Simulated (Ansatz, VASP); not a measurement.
**Two plane-wave programs on Cd**

Contents of INCAR:

```
PREC     = Accurate       # precision mode
ENCUT    = 520            # plane-wave cutoff, eV
EDIFF    = 1E-6           # SCF threshold, eV
ISMEAR   = -1             # smearing method
SIGMA    = 0.1            # smearing width, eV
LREAL    = F              # projectors in reciprocal space
LASPH    = T              # aspherical terms in the spheres
NELM     = 100            # most SCF steps
ALGO     = Normal         # electronic algorithm
ISIF     = 2              # what is computed and relaxed
LWAVE    = F              # write WAVECAR
LCHARG   = T              # write CHGCAR
GGA      = B5             # functional
ALDAX    = 1.0          
AGGAX    = 1.0          
AGGAC    = 1.0          
ALDAC    = 0.0          
LELF     = T              # ELF
LVHAR    = T            
NBANDS   = 12             # bands
```

The input KPOINTS:

```
regular mesh
0
Gamma
  11 11 11
```

The input POSCAR:

```
Cd
1.0
    3.1332266813      0.0000000000      0.0000000000
    0.0000000000      3.1332266813      0.0000000000
    0.0000000000      0.0000000000      3.1332266813
Cd
1
Direct
    0.0000000000      0.0000000000      0.0000000000
```

Input for Ansatz:

```yaml
crystal:
  lattice:
    - [3.1332266813, 0.0, 0.0]
    - [0.0, 3.1332266813, 0.0]
    - [0.0, 0.0, 3.1332266813]
  atoms:
    - { symbol: Cd, position: [0.0, 0.0, 0.0] }
hamiltonian:
  xc: blyp
  pseudopotentials:
    kind: paw
    azcp:
      Cd: "pseudopotentials/Cd.paw.azcp"
basis:
  ecutwfc: 420
  fft_grid_basis: typed
kpoints:
  mp_grid: { grid: [11, 11, 11], shift: [0, 0, 0] }
magnetization:
  spin_polarized: false
scf:
  occupations: { method: fermi_dirac, width: 0.1 }
  lower_state_search: "off"
output:
  stress: true
  write_density: true
  write_potential: true
  elf: true
  volumetric_format: npy
```

Alike in both runs: task single point; functional BLYP; k mesh 11 × 11 × 11; occupations fermi-dirac, width 0.1 eV; no spin polarisation.

```csv
,VASP,Ansatz
version,VASP 6.6.1,Ansatz 0.2.0
potentials or method,"VASP PAW PBE potentials, release 64 (Cd)","plane waves (420 eV) with PAW, scalar-relativistic"
plane-wave cutoff (eV),520,420
valence electrons in the cell,12,20
```

|  | VASP | Ansatz | Ansatz less VASP |
| --- | --- | --- | --- |
| pressure (GPa) | 0.1 | 0.0 | -0.13 |

With one functional, cell and mesh, what is left measures potentials, basis and numerics. The two sets of potentials don't hold the same shells in valence.

Caveats: the PAW data sets were made with another functional, which shifts forces and pressure a little (VASP).
